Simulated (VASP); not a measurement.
Consider the following.

```yaml
crystal:
  lattice:
    - [0.00000, 2.99590, 2.99590]
    - [2.99590, 0.00000, 2.99590]
    - [2.99590, 2.99590, 0.00000]
  atoms:
    - { symbol: Na, position: [0.00000, 0.00000, 0.00000] }
    - { symbol: Br, position: [0.50000, 0.50000, 0.50000] }
```

Level of theory: PBEsol GGA, VASP's PBE PAW potentials (set 64) (plane waves; VASP). Numerical set-up: 520 eV cut-off, 8×8×8 Γ-centred mesh, Gaussian smearing of 0.050 eV, potentials Na_pv Br.

**Question.** The job: NaBr (rock salt), 2 atoms, PBEsol, static run, 520 eV, 8×8×8 Γ-centred mesh. Roughly how much core time does it take on a busy server core?

**Answer.** About 10 core-seconds (one run on a shared machine, a rough figure). It had 29 irreducible k-points, 11 bands, up to 1459 plane waves and 12 electronic steps.

The compound is NaBr in the rock salt structure. This cell is one point of a volume scan, at 1.03 of the reference volume.
